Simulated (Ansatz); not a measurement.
The system is MnO.

```xyz
2
Lattice="0.0000 2.2239 2.2239 2.2239 0.0000 2.2239 2.2239 2.2239 0.0000" Properties=species:S:1:pos:R:3 pbc="T T T"
Mn    0.0000    0.0000    0.0000
O     2.2239    2.2239    2.2239
```

The cell is a database's computed one.

Base run:

* Program: Ansatz 0.2.0
* Functional: PBEsol
* Potentials or basis: Ansatz PAW
* Cutoff: 420 eV (not typed: the program's choice for these potentials)
* k mesh: 10 × 10 × 10
* Occupations: fermi-dirac, width 0.05 eV
* Spin: collinear spin, ferromagnetic start
* Starting moments: [4.0, 0.0] μB
* Hubbard terms: Mn d U = 8 eV

Its results: band gap on the k mesh 0.54 eV, indirect (least direct gap 2.40 eV); pressure 7.4 GPa; net moment 5.00 μB per cell; site moments Mn +4.33; O +0.10 μB.

The run is repeated on the same cell with these changes: hubbard terms from Mn d U = 8 eV to Mn d U = 1 eV. What comes out?

Band gap on the k mesh none (metal or under the smearing width); pressure -2.1 GPa; net moment 4.95 μB per cell; site moments Mn +4.17; O +0.24 μB.

Caveats: the magnetic or orbital state may not be the lowest; a cell with one magnetic atom can't hold antiferromagnetic order, which such compounds often take; the PAW data sets come from PBE, with cores solved anew for the run's functional, which leaves a small shift of forces and pressure.
